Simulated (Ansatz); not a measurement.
# Al2Cu: a line through a two-coordinate scan

How does the energy of Al2Cu (Fm-3m, No. 225; 3 atoms in the cell) vary with lattice constant c, at lattice constant a (and b) = 5.918 Å?

Computed with Ansatz 0.2.0 (DFT PBE, scalar-relativistic, plane waves, PAW, unless a step's input says otherwise).

18 further runs of the same task are left out: 18 set aside as unsound or not needed. Runs told in other sessions of the task aren't counted.

## Step 1: The structure to begin with

Symmetry: Fm-3m, No. 225, cubic system. Conventional cell: a = 5.783 Å, b = 5.783 Å, c = 5.783 Å, α = 90.00°, β = 90.00°, γ = 90.00°. Al (site symmetry -43m) has 4 Cu at 2.50 Å in its first shell of neighbours. Cu (site symmetry m-3m) has 8 Al at 2.50 Å in its first shell of neighbours.

Structure file:

```
CELL_PARAMETERS angstrom
-2.04460 2.04460 2.89140
2.04460 -2.04460 2.89140
2.04460 2.04460 -2.89140
ATOMIC_POSITIONS crystal
Al 0.75000 0.25000 0.50000
Al 0.25000 0.75000 0.50000
Cu 0.50000 0.50000 0.00000
```

It goes back to an entry of the Materials Project, which need not be the stable form.

It is the result of an earlier relaxation at this level (volume 16.12 Å³/atom; gap on the mesh: none (metal)).

## Step 2: What is varied

The energy is mapped over the lattice constants a and c of the conventional cell.

The axes are (1) lattice constant a (and b): 7 values from 5.378 to 6.188 Å; (2) lattice constant c: 7 values from 5.494 to 6.072 Å.

Nothing else is relaxed (symmetry fixes all fractional coordinates). Energies count from the relaxed crystal. Points are written as (first, second).

## Step 3: Grid point (5.918 Å, 5.494 Å)

The input, input.yaml:

```yaml
crystal:
  lattice:
    - [-2.0922936102, 2.0922936102, 2.74685]
    - [2.0922936102, -2.0922936102, 2.74685]
    - [2.0922936102, 2.0922936102, -2.74685]
  atoms:
    - { symbol: Al, position: [0.75, 0.25, 0.5] }
    - { symbol: Al, position: [0.25, 0.75, 0.5] }
    - { symbol: Cu, position: [0.5, 0.5, 0.0] }
basis:
  ecutwfc: 520.0
kpoints:
  mp_grid: { grid: [14, 14, 14] }
hamiltonian:
  xc: pbe
  pseudopotentials: { kind: paw, azcp: { folder: soft_1 } }
scf:
  occupations: { method: gaussian, width: 0.15 }
output:
  forces: true
  stress: true
  eigenvalues: true
```

The run is started by

```console
ansatz run input.yaml --threads 2 --pin off --max-ram 4096MiB --backend cpu --events-out ev --progress --plain --runs-dir out
```

Output, cut to the lines that bear on the results:

```text
Warning: RAYON_NUM_THREADS=2 ignored (pool sized by the plan → 2); use --threads N
[...]
Pseudopotentials: kind: paw
Pseudopotential: Al, paw, valence charge 3, recommended cutoff 420 eV (normal), <dir>
Pseudopotential: Cu, paw, valence charge 19, recommended cutoff 420 eV (normal), <dir>
Functional definition: PBE
[...]
Crystal: 3 atoms, lattice volume = 48.099 Å³
Basis set: ecut = 520 eV, 1315 PW (Γ), exchange–correlation on 64×64×64 points (8 copies of the dense FFT grid, shifted against one another)
Bands: 17, of which v1, the nominal top of the filled ones, is band 13 counted from 1 (12 counted from 0)
Symmetry: 16 space group operations
Space group: I4/mmm (ITA 139), of the structure as read, at distance tolerance 3.6e-5 Å
k-points: 244 of 2744
[...]
SCF iter   1: F=—  HF=-7704.107912 eV  |F-HF|=—  |Δ(HF+E_count)|=         —  Δρ=3.27e-1  dr2=3.56e1  ethr=3.10e-3  ⟨swp⟩=5.1  Hψ=19930  notcnv=0
[...]
SCF iter  10: F=-7700.695604 eV  HF=-7700.695604 eV  |F-HF|=7.41e-10  |Δ(HF+E_count)|=   7.58e-9  Δρ=1.24e-6  dr2=1.17e-9  ethr=2.51e-10  ⟨swp⟩=4.0  Hψ=13175  notcnv=0
[...]
SCF converged after 10 iterations
Free energy (F): -7700.695604 eV
[...]
E sigma→0 (E₀):  -7700.690201 eV
Entropy (-TS):   -0.010805 eV (-3.602 meV/atom)
Fermi energy:    9.044029 eV
[...]
--- Forces (eV/Å), atoms counted from 1 ---
  atom   1  Al     0.00000000     0.00000000     0.00000000
  atom   2  Al     0.00000000     0.00000000     0.00000000
  atom   3  Cu    -0.00000000     0.00000000     0.00000000
[...]
--- Stress (GPa, compression-positive) ---
       -1.712526      -0.000000       0.000000
       -0.000000      -1.712526       0.000000
       -0.000000       0.000000       6.166802
  P = ⅓ Tr σ = 0.9139 GPa (9.139 kbar)
--- Band table (eV; the first three rows and the last of 244) ---
  k-point 0: bands = ["-104.7468", "-62.1057", "-62.1057", "-62.0679", "-1.1096", "4.5402", "4.6153", "4.6153", "5.0841", "5.2025", "11.4142", "11.7766", "11.7766", "12.2423", "12.2423", "12.3057", "13.1958"]
[...]
```

Wall time 18 s (2 threads of Arm Neoverse N1, shared host); peak memory 0.48 GiB.

That is 19 meV/atom from the zero.

## Step 4: Grid point (5.918 Å, 5.590 Å)

Edit input.yaml of step 3 so:

```diff
@@ -2,5 +2,5 @@
   lattice:
-    - [-2.0922936102, 2.0922936102, 2.74685]
-    - [2.0922936102, -2.0922936102, 2.74685]
-    - [2.0922936102, 2.0922936102, -2.74685]
+    - [-2.0922936102, 2.0922936102, 2.795]
+    - [2.0922936102, -2.0922936102, 2.795]
+    - [2.0922936102, 2.0922936102, -2.795]
   atoms:
```

The run is started by

```console
ansatz run input.yaml --threads 2 --pin off --max-ram 4096MiB --backend cpu --events-out ev --progress --plain --runs-dir out
```

Output, cut to the lines that bear on the results:

```text
Warning: RAYON_NUM_THREADS=2 ignored (pool sized by the plan → 2); use --threads N
[...]
[... 4 set-up lines as earlier in the session ...]
[...]
Crystal: 3 atoms, lattice volume = 48.943 Å³
Basis set: ecut = 520 eV, 1339 PW (Γ), exchange–correlation on 64×64×64 points (8 copies of the dense FFT grid, shifted against one another)
Bands: 17, of which v1, the nominal top of the filled ones, is band 13 counted from 1 (12 counted from 0)
[... 1 set-up line as earlier in the session ...]
Space group: I4/mmm (ITA 139), of the structure as read, at distance tolerance 3.7e-5 Å
k-points: 244 of 2744
[...]
SCF iter   1: F=—  HF=-7704.080898 eV  |F-HF|=—  |Δ(HF+E_count)|=         —  Δρ=3.24e-1  dr2=3.55e1  ethr=3.10e-3  ⟨swp⟩=5.1  Hψ=19929  notcnv=0
[...]
SCF iter  10: F=-7700.718982 eV  HF=-7700.718982 eV  |F-HF|=1.03e-9  |Δ(HF+E_count)|=   6.68e-9  Δρ=1.39e-6  dr2=1.63e-9  ethr=2.73e-10  ⟨swp⟩=4.0  Hψ=13253  notcnv=0
[...]
SCF converged after 10 iterations
Free energy (F): -7700.718982 eV
[...]
E sigma→0 (E₀):  -7700.713669 eV
Entropy (-TS):   -0.010627 eV (-3.542 meV/atom)
Fermi energy:    8.839884 eV
[...]
--- Forces (eV/Å), atoms counted from 1 ---
  atom   1  Al     0.00000000    -0.00000000     0.00000000
  atom   2  Al     0.00000000    -0.00000000     0.00000000
  atom   3  Cu    -0.00000000    -0.00000000     0.00000000
[...]
--- Stress (GPa, compression-positive) ---
       -2.745974       0.000000       0.000000
        0.000000      -2.745974       0.000000
        0.000000      -0.000000       2.797445
  P = ⅓ Tr σ = -0.8982 GPa (-8.982 kbar)
--- Band table (eV; the first three rows and the last of 244) ---
  k-point 0: bands = ["-104.9077", "-62.2638", "-62.2638", "-62.2350", "-1.2070", "4.4041", "4.4608", "4.4608", "4.9448", "5.0336", "11.2770", "11.6019", "11.6019", "11.9060", "11.9060", "12.0103", "12.7957"]
[...]
```

Run time: 18 s. Hardware: 2 threads of Arm Neoverse N1, shared host; peak memory 0.49 GiB.

On the map this point reads 11 meV/atom.

## Step 5: Variant: ecutrho_ratio 6, dispersion d3bj

Edit input.yaml of step 4 so:

```diff
@@ -11,2 +11,3 @@
   ecutwfc: 520.0
+  ecutrho_ratio: 6
 kpoints:
@@ -16,2 +17,3 @@
   pseudopotentials: { kind: paw, azcp: { folder: soft_1 } }
+  dispersion: d3bj
 scf:
@@ -20,3 +22,3 @@
   forces: true
+  eigenvalues: true
   stress: true
-  eigenvalues: true
```

The run is started by

```console
ansatz run input.yaml --threads 2 --pin off --max-ram 4096MiB --backend cpu --events-out ev --progress --plain --runs-dir out
```

Output, cut to the lines that bear on the results:

```text
Warning: RAYON_NUM_THREADS=2 ignored (pool sized by the plan → 2); use --threads N
[...]
[... 4 set-up lines as earlier in the session ...]
[...]
Crystal: 3 atoms, lattice volume = 48.943 Å³
Basis set: ecut = 520 eV, 1339 PW (Γ), exchange–correlation on 80×80×80 points (8 copies of the dense FFT grid, shifted against one another)
Bands: 17, of which v1, the nominal top of the filled ones, is band 13 counted from 1 (12 counted from 0)
[... 2 set-up lines as earlier in the session ...]
k-points: 244 of 2744
[...]
SCF iter   1: F=—  HF=-7705.180806 eV  |F-HF|=—  |Δ(HF+E_count)|=         —  Δρ=3.24e-1  dr2=3.55e1  ethr=3.10e-3  ⟨swp⟩=5.1  Hψ=19892  notcnv=0
[...]
SCF iter  10: F=-7701.818813 eV  HF=-7701.818813 eV  |F-HF|=1.04e-9  |Δ(HF+E_count)|=   6.55e-9  Δρ=1.40e-6  dr2=1.64e-9  ethr=2.71e-10  ⟨swp⟩=4.0  Hψ=13250  notcnv=0
[...]
SCF converged after 10 iterations
Free energy (F): -7701.818813 eV
[...]
E sigma→0 (E₀):  -7701.813499 eV
Entropy (-TS):   -0.010627 eV (-3.542 meV/atom)
Fermi energy:    8.839884 eV
[...]
--- Forces (eV/Å), atoms counted from 1 ---
  atom   1  Al     0.00000000     0.00000000     0.00000000
  atom   2  Al    -0.00000000     0.00000000     0.00000000
  atom   3  Cu    -0.00000000     0.00000000    -0.00000000
[...]
--- Stress (GPa, compression-positive) ---
       -6.548080      -0.000000       0.000000
       -0.000000      -6.548080      -0.000000
        0.000000      -0.000000      -1.014687
  P = ⅓ Tr σ = -4.7036 GPa (-47.036 kbar)
--- Band table (eV; the first three rows and the last of 244) ---
  k-point 0: bands = ["-104.9077", "-62.2638", "-62.2638", "-62.2350", "-1.2070", "4.4041", "4.4608", "4.4608", "4.9448", "5.0336", "11.2770", "11.6019", "11.6019", "11.9060", "11.9060", "12.0103", "12.7957"]
[...]
```

Wall time 18 s (2 threads of Arm Neoverse N1, shared host); peak memory 0.53 GiB.

| run | ending | energy change | pressure (GPa) | gap (eV) | force (eV/Å) | cycles | time |
| --- | --- | --- | --- | --- | --- | --- | --- |
| step 4 | converged | 0 | -0.9 | 0.00 | 0.00 | 10 | 18 s |
| variant | converged | -366.6 meV/atom (offset of the dispersion model) | -4.7 | 0.00 | 0.00 | 10 | 18 s |

Changing the numerical grids and dispersion term moves the energy by -366.6 meV/atom, and the pressure goes from -0.9 to -4.7 GPa.

## Step 6: Point (5.918 Å, 5.686 Å)

Edit input.yaml of step 4 so:

```diff
@@ -2,5 +2,5 @@
   lattice:
-    - [-2.0922936102, 2.0922936102, 2.795]
-    - [2.0922936102, -2.0922936102, 2.795]
-    - [2.0922936102, 2.0922936102, -2.795]
+    - [-2.0922936102, 2.0922936102, 2.8432]
+    - [2.0922936102, -2.0922936102, 2.8432]
+    - [2.0922936102, 2.0922936102, -2.8432]
   atoms:
```

The run is started by

```console
ansatz run input.yaml --threads 2 --pin off --max-ram 4096MiB --backend cpu --events-out ev --progress --plain --runs-dir out
```

Output, cut to the lines that bear on the results:

```text
Warning: RAYON_NUM_THREADS=2 ignored (pool sized by the plan → 2); use --threads N
[...]
[... 4 set-up lines as earlier in the session ...]
[...]
Crystal: 3 atoms, lattice volume = 49.787 Å³
Basis set: ecut = 520 eV, 1339 PW (Γ), exchange–correlation on 64×64×64 points (8 copies of the dense FFT grid, shifted against one another)
Bands: 17, of which v1, the nominal top of the filled ones, is band 13 counted from 1 (12 counted from 0)
[... 2 set-up lines as earlier in the session ...]
k-points: 244 of 2744
[...]
SCF iter   1: F=—  HF=-7704.040782 eV  |F-HF|=—  |Δ(HF+E_count)|=         —  Δρ=3.20e-1  dr2=3.55e1  ethr=3.10e-3  ⟨swp⟩=5.0  Hψ=19906  notcnv=0
[...]
SCF iter   9: F=-7700.725828 eV  HF=-7700.725828 eV  |F-HF|=4.67e-8  |Δ(HF+E_count)|=   7.35e-7  Δρ=8.93e-6  dr2=7.44e-8  ethr=4.00e-10  ⟨swp⟩=4.1  Hψ=18269  notcnv=0
[...]
SCF converged after 9 iterations
Free energy (F): -7700.725828 eV
[...]
E sigma→0 (E₀):  -7700.720525 eV
Entropy (-TS):   -0.010606 eV (-3.535 meV/atom)
Fermi energy:    8.640636 eV
[...]
--- Forces (eV/Å), atoms counted from 1 ---
  atom   1  Al    -0.00000000    -0.00000000     0.00000000
  atom   2  Al    -0.00000000    -0.00000000     0.00000000
  atom   3  Cu    -0.00000000     0.00000000    -0.00000000
[...]
--- Stress (GPa, compression-positive) ---
       -3.698321      -0.000000       0.000000
       -0.000000      -3.698321       0.000000
        0.000000       0.000000      -0.133663
  P = ⅓ Tr σ = -2.5101 GPa (-25.101 kbar)
--- Band table (eV; the first three rows and the last of 244) ---
  k-point 0: bands = ["-105.0619", "-62.4153", "-62.4153", "-62.3955", "-1.3015", "4.2743", "4.3133", "4.3133", "4.8107", "4.8715", "11.1464", "11.4349", "11.4349", "11.5827", "11.5827", "11.7236", "12.4115"]
[...]
```

Run time: 16 s. Hardware: 2 threads of Arm Neoverse N1, shared host; peak memory 0.49 GiB.

On the map this point reads 9 meV/atom.

## Step 7: Grid point (5.918 Å, 5.976 Å)

Edit input.yaml of step 6 so:

```diff
@@ -2,5 +2,5 @@
   lattice:
-    - [-2.0922936102, 2.0922936102, 2.8432]
-    - [2.0922936102, -2.0922936102, 2.8432]
-    - [2.0922936102, 2.0922936102, -2.8432]
+    - [-2.0922936102, 2.0922936102, 2.9878]
+    - [2.0922936102, -2.0922936102, 2.9878]
+    - [2.0922936102, 2.0922936102, -2.9878]
   atoms:
```

The run is started by

```console
ansatz run input.yaml --threads 2 --pin off --max-ram 4096MiB --backend cpu --events-out ev --progress --plain --runs-dir out
```

Output, cut to the lines that bear on the results:

```text
Warning: RAYON_NUM_THREADS=2 ignored (pool sized by the plan → 2); use --threads N
[...]
[... 4 set-up lines as earlier in the session ...]
[...]
Crystal: 3 atoms, lattice volume = 52.319 Å³
Basis set: ecut = 520 eV, 1419 PW (Γ), exchange–correlation on 64×64×64 points (8 copies of the dense FFT grid, shifted against one another)
Bands: 17, of which v1, the nominal top of the filled ones, is band 13 counted from 1 (12 counted from 0)
[... 2 set-up lines as earlier in the session ...]
k-points: 244 of 2744
[...]
SCF iter   1: F=—  HF=-7703.860575 eV  |F-HF|=—  |Δ(HF+E_count)|=         —  Δρ=3.11e-1  dr2=3.54e1  ethr=3.10e-3  ⟨swp⟩=5.0  Hψ=19720  notcnv=0
[...]
SCF iter  10: F=-7700.667301 eV  HF=-7700.667301 eV  |F-HF|=2.22e-9  |Δ(HF+E_count)|=   1.04e-8  Δρ=2.02e-6  dr2=3.85e-9  ethr=4.00e-10  ⟨swp⟩=5.3  Hψ=15331  notcnv=0
[...]
SCF converged after 10 iterations
Free energy (F): -7700.667301 eV
[...]
E sigma→0 (E₀):  -7700.661449 eV
Entropy (-TS):   -0.011704 eV (-3.901 meV/atom)
Fermi energy:    8.078353 eV
[...]
--- Forces (eV/Å), atoms counted from 1 ---
  atom   1  Al    -0.00000000     0.00000000     0.00000000
  atom   2  Al    -0.00000000    -0.00000000     0.00000000
  atom   3  Cu    -0.00000000     0.00000000     0.00000000
[...]
--- Stress (GPa, compression-positive) ---
       -6.090515       0.000000       0.000000
        0.000000      -6.090515       0.000000
        0.000000       0.000000      -6.716904
  P = ⅓ Tr σ = -6.2993 GPa (-62.993 kbar)
--- Band table (eV; the first three rows and the last of 244) ---
  k-point 0: bands = ["-105.4888", "-62.8396", "-62.8355", "-62.8355", "-1.5695", "3.9088", "3.9088", "3.9174", "4.4221", "4.4355", "10.6848", "10.6848", "10.7878", "10.9023", "10.9757", "10.9757", "11.3491"]
[...]
```

Wall time 18 s (2 threads of Arm Neoverse N1, shared host); peak memory 0.5 GiB.

Energy on the map's scale: 28 meV/atom.

## Step 8: Grid point (5.918 Å, 6.072 Å)

Edit input.yaml of step 7 so:

```diff
@@ -2,5 +2,5 @@
   lattice:
-    - [-2.0922936102, 2.0922936102, 2.9878]
-    - [2.0922936102, -2.0922936102, 2.9878]
-    - [2.0922936102, 2.0922936102, -2.9878]
+    - [-2.0922936102, 2.0922936102, 3.03595]
+    - [2.0922936102, -2.0922936102, 3.03595]
+    - [2.0922936102, 2.0922936102, -3.03595]
   atoms:
```

The run is started by

```console
ansatz run input.yaml --threads 2 --pin off --max-ram 4096MiB --backend cpu --events-out ev --progress --plain --runs-dir out
```

Output, cut to the lines that bear on the results:

```text
Warning: RAYON_NUM_THREADS=2 ignored (pool sized by the plan → 2); use --threads N
[...]
[... 4 set-up lines as earlier in the session ...]
[...]
Crystal: 3 atoms, lattice volume = 53.162 Å³
Basis set: ecut = 520 eV, 1435 PW (Γ), exchange–correlation on 64×64×64 points (8 copies of the dense FFT grid, shifted against one another)
Bands: 17, of which v1, the nominal top of the filled ones, is band 13 counted from 1 (12 counted from 0)
[... 1 set-up line as earlier in the session ...]
Space group: I4/mmm (ITA 139), of the structure as read, at distance tolerance 3.8e-5 Å
k-points: 244 of 2744
[...]
SCF iter   1: F=—  HF=-7703.785513 eV  |F-HF|=—  |Δ(HF+E_count)|=         —  Δρ=3.08e-1  dr2=3.55e1  ethr=3.10e-3  ⟨swp⟩=5.0  Hψ=19684  notcnv=0
[...]
SCF iter  10: F=-7700.627698 eV  HF=-7700.627698 eV  |F-HF|=3.48e-9  |Δ(HF+E_count)|=   1.30e-8  Δρ=2.50e-6  dr2=5.78e-9  ethr=4.00e-10  ⟨swp⟩=5.5  Hψ=16062  notcnv=0
[...]
SCF converged after 10 iterations
Free energy (F): -7700.627698 eV
[...]
E sigma→0 (E₀):  -7700.622024 eV
Entropy (-TS):   -0.011348 eV (-3.783 meV/atom)
Fermi energy:    7.899712 eV
[...]
--- Forces (eV/Å), atoms counted from 1 ---
  atom   1  Al     0.00000000    -0.00000000     0.00000000
  atom   2  Al     0.00000000    -0.00000000     0.00000000
  atom   3  Cu    -0.00000000     0.00000000     0.00000000
[...]
--- Stress (GPa, compression-positive) ---
       -6.729543      -0.000000       0.000000
       -0.000000      -6.729543       0.000000
        0.000000      -0.000000      -8.303142
  P = ⅓ Tr σ = -7.2541 GPa (-72.541 kbar)
--- Band table (eV; the first three rows and the last of 244) ---
  k-point 0: bands = ["-105.6181", "-62.9739", "-62.9632", "-62.9632", "-1.6540", "3.7870", "3.7870", "3.8094", "4.2855", "4.3202", "10.4082", "10.4082", "10.6377", "10.6782", "10.8358", "10.8358", "11.0237"]
[...]
```

Wall time 19 s (2 threads of Arm Neoverse N1, shared host); peak memory 0.51 GiB.

Energy on the map's scale: 41 meV/atom.

## Step 9: What came out

```
lattice constant c (Å)  step  energy (meV/atom)  slope (meV/atom per Å)  pressure (GPa)
                 5.494     3                 19                    −112             0.9
                 5.590     4                 11                     −51            −0.9
                 5.686     6                  9                       2            −2.5
                 5.783     –                 11                      49            −3.9
                 5.879     –                 18                      89            −5.2
                 5.976     7                 28                     122            −6.3
                 6.072     8                 41                     151            −7.3
```

Energies count from the relaxed crystal. Rows without a step come from runs not printed here or follow by symmetry. Slopes come from the forces (and the stress, where the cell changes), not from differences of energies.

| run | outcome |
| --- | --- |
| step 5, run with ecutrho_ratio 6, dispersion d3bj (against step 4) | -366.6 meV/atom; the pressure goes from -0.9 to -4.7 GPa |

The lowest point computed on the line is at 5.686 Å, 9 meV/atom from the zero. Energies and slopes round the minimum, fitted together, put the minimum at 5.6816 Å, with a curvature of about 520 meV/atom per Å². The highest point computed, at 6.072 Å, lies 33 meV/atom above the lowest. This is one cut through a surface in two coordinates; the map's lowest point lies off it.
